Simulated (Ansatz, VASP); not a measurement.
**WC: VASP beside Ansatz**

```xyz
2
Lattice="0.0000 2.3493 2.3493 2.3493 0.0000 2.3493 2.3493 2.3493 0.0000" Properties=species:S:1:pos:R:3 pbc="T T T"
W     0.0000    0.0000    0.0000
C     1.1746    1.1746    1.1746
```

Alike in both runs: task single point; functional r2SCAN; k mesh 16 × 16 × 16; occupations gaussian, width 0.1 eV; no spin polarisation.

```csv
,VASP,Ansatz
version,VASP 6.6.1,Ansatz 0.2.0
potentials or method,"VASP PAW PBE potentials, release 64 (W_sv, C)","scalar-relativistic, plane waves, PAW"
plane-wave cutoff (eV),520,500
valence electrons in the cell,18,18
```

|  | VASP | Ansatz | Ansatz less VASP |
| --- | --- | --- | --- |
| gap on the k mesh at the Fermi level (eV) | none | none | - |
| pressure (GPa) | -2.3 | -3.5 | -1.14 |

A gap of «none» marks a metal or a gap that the smearing closes. With one functional, cell and mesh, what is left measures potentials, basis and numerics.

Caveats: the PAW data sets were made with another functional, which shifts forces and pressure a little (VASP). The runs have no spin-orbit coupling, so splittings on W are missing.
